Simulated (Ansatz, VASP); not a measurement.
## AlNi3: VASP beside Ansatz

```
Al Ni
1.0
     3.56800    0.00000    0.00000
     0.00000    3.56800    0.00000
     0.00000    0.00000    3.56800
Al Ni
1 3
Direct
  0.00000 0.00000 0.00000
  0.00000 0.50000 0.50000
  0.50000 0.00000 0.50000
  0.50000 0.50000 0.00000
```

Alike in both runs: task single point; functional PBEsol; k mesh 10 × 10 × 10; occupations gaussian, width 0.1 eV; collinear spin.

```csv
,VASP,Ansatz
version,VASP 6.6.1,Ansatz 0.2.0
potentials or method,"VASP PAW PBE potentials, release 64 (Al, Ni)","scalar-relativistic, plane waves, PAW"
plane-wave cutoff (eV),520,420
valence electrons in the cell,33,57
```

Ansatz gave:

| Property | Result |
| --- | --- |
| gap on the k mesh at the Fermi level (eV) | none |
| pressure (GPa) | -7.7 |
| net moment per atom (μB) | 0.18 |
| size of the moment on the site where the two differ most (μB) | 0.27 |

Q: What did VASP give for the same quantities?

A: gap on the k mesh at the Fermi level (eV): none; pressure (GPa): -7.7; net moment per atom (μB): 0.18; size of the moment on the site where the two differ most (μB): 0.25.

Site moments also hang on the region over which each program counts them. A gap of «none» marks a metal or a gap that the smearing closes. With one functional, cell and mesh, what is left measures potentials, basis and numerics. The two sets of potentials don't hold the same shells in valence.

Caveats: the PAW data sets were made with another functional, which shifts forces and pressure a little (VASP).
